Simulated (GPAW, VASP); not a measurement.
Given: the input of a run of VASP 6.6.1 on CdS (Greenockite). 

Contents of INCAR:

```
SYSTEM = CdS
  PREC = Accurate
  ENCUT = 520
  EDIFF = 1E-7
  ISMEAR = 0
  SIGMA = 0.015
  LREAL = .FALSE.
  LASPH = .TRUE.
  NELM = 100
  ALGO = Normal
  ISIF = 2
  LWAVE = .FALSE.
  LCHARG = .FALSE.
  GGA = PE
```

Contents of KPOINTS:

```
regular mesh
0
G
  7 7 4
  0 0 0
```

The input POSCAR:

```
CdS
1.0
    4.1500000000      0.0000000000      0.0000000000
   -2.0750000000      3.5940054257      0.0000000000
    0.0000000000      0.0000000000      6.7370000000
Cd S
2 2
Direct
    0.6666666667      0.3333333333      0.5000000000
    0.3333333333      0.6666666667      0.0000000000
    0.6666666667      0.3333333333      0.8750000000
    0.3333333333      0.6666666667      0.3750000000
```

Potentials or basis: VASP PAW PBE potentials, release 64 (Cd, S).

The run is started by

```bash
$ cat potpaw_PBE.64/Cd/POTCAR potpaw_PBE.64/S/POTCAR > POTCAR
$ mpirun -np 1 vasp_std > vasp.out
```

Problem. What does the same run look like in GPAW 26.7.0 (ASE script)? Potentials or basis there: GPAW PAW data sets (gpaw-data 1.2.1), cutoff 600 eV.

Solution. As run (cutoffs and basis follow the program's own potentials, and thresholds, step limits or extra output files can differ):

Contents of run.py:

```python
from ase import Atoms
from ase.dft.bandgap import bandgap
from ase.io import write
from ase.units import GPa
from gpaw import GPAW, PW

atoms = Atoms(['Cd', 'Cd', 'S', 'S'],
              cell=[[4.15, 0.0, 0.0],
                    [-2.075, 3.5940054257, 0.0],
                    [0.0, 0.0, 6.737]],
              scaled_positions=[[0.6666666667, 0.3333333333, 0.5],
                                [0.3333333333, 0.6666666667, 0.0],
                                [0.6666666667, 0.3333333333, 0.875],
                                [0.3333333333, 0.6666666667, 0.375]],
              pbc=True)

calc = GPAW(mode=PW(600),
            xc='PBE',
            kpts={'size': (7, 7, 4), 'gamma': True},
            occupations={'name': 'methfessel-paxton', 'order': 0, 'width': 0.015},
            nbands=31,
            convergence={'density': 1e-05, 'energy': 1e-05},
            maxiter=150,
            txt='gpaw.txt')
atoms.calc = calc
energy = atoms.get_potential_energy()
forces = atoms.get_forces()
stress = atoms.get_stress()
calc.write('gs.gpw')
write('result.traj', atoms)
print(f'Energy: {energy:.6f} eV')
print('Forces (eV/A):')
print(forces.round(4))
print('Stress (GPa):', (stress / GPa).round(3))
print('Fermi level:', round(calc.get_fermi_level(), 4), 'eV')
print(f'Gap: {bandgap(calc)[0]:.4f} eV, direct: {bandgap(calc, direct=True)[0]:.4f} eV')
```

Potentials or basis: GPAW PAW data sets (gpaw-data 1.2.1), pw.

The run is started by

```sh
$ OMP_NUM_THREADS=1 python run.py
```

Both were run:

|  | VASP | GPAW |
| --- | --- | --- |
| Pressure | 2.4 GPa | 1.8 GPa |
| Largest force | 0.069 eV/Å | 0.067 eV/Å |

Pressure is positive in compression.
